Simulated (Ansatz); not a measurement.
Base system: BeO in the wurtzite structure (space group P6_3mc, No. 186).

```
BeO
1.0
    2.69049     0.00000     0.00000
   -1.34524     2.33003     0.00000
    0.00000     0.00000     4.36988
Be O
2 2
Direct
  0.66667   0.33333   0.00145
  0.33333   0.66667   0.50145
  0.66667   0.33333   0.62375
  0.33333   0.66667   0.12375
```

Cartesian axes are those of the cell as printed.

Method: r2SCAN (Ansatz, a first-principles code; PAW; 500 eV plane waves; spin-orbit coupling left out).

One thing is altered: biaxial strain +1.95 %, plane normal [001], relaxed out of plane (Cartesian); in-plane vectors clamped, the third vector and the atoms free.

**Question.** Estimate the effect on the out-of-plane strain.

**Answer.** The out-of-plane strain comes out as -0.70 %.

**Question.** Predict the new in-plane stress.

**Answer.** The mean in-plane stress (compression positive) amounts to -9.9 GPa.

Whether these cells are dynamically stable was not tested.
